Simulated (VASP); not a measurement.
Write the native input for VASP 6.6.1 that does the following.

| Property | Result |
| --- | --- |
| Task | single point |
| Functional | PBEsol |
| Potentials or basis | VASP PAW PBE potentials, release 64 (Zn) |
| Cutoff | 520 eV |
| k mesh | 10 × 10 × 10 |
| Occupations | methfessel-paxton, width 0.05 eV |
| Spin | no spin polarisation |
| Dipole correction | no |
| Further INCAR settings | ALGO = Normal; EDIFF = 1e-07; NBANDS = 12 |

The structure of Zn lies in POSCAR:

```
Zn
1.0
   -1.6073212004      1.6073212004      1.6073212004
    1.6073212004     -1.6073212004      1.6073212004
    1.6073212004      1.6073212004     -1.6073212004
Zn
1
Direct
    0.0000000000      0.0000000000      0.0000000000
```

This isn't the form of Zn at room conditions, which is hcp.

These files were run (other wordings do the same):

INCAR

```
SYSTEM = Zn
PREC = Accurate ; ENCUT = 520
EDIFF = 1E-7 ; ISMEAR = 1
SIGMA = 0.05 ; LREAL = .False.
LASPH = .True. ; NELM = 60
ALGO = Normal ; ISIF = 2
LWAVE = .False. ; LCHARG = .True.
GGA = PS ; LELF = .True.
LVHAR = .True. ; NBANDS = 12
```

KPOINTS

```
Automatic mesh
0
Gamma
  10 10 10
  0 0 0
```

Potentials or basis: VASP PAW PBE potentials, release 64 (Zn).

Run with:

```sh
$ cat potpaw_PBE.64/Zn/POTCAR > POTCAR
$ mpirun -np 1 vasp_std > vasp.out
```

It gave:

The pressure is -8.4 GPa and the band gap on the k mesh is none (metal or under the smearing width).

Caveat: the PAW data sets were made with another functional, which shifts forces and pressure a little.

Wall time 5.6 s on 1 thread of Intel(R) Xeon(R) Platinum 8559C (Emerald Rapids), on a shared host, peak memory 0.13 GiB.
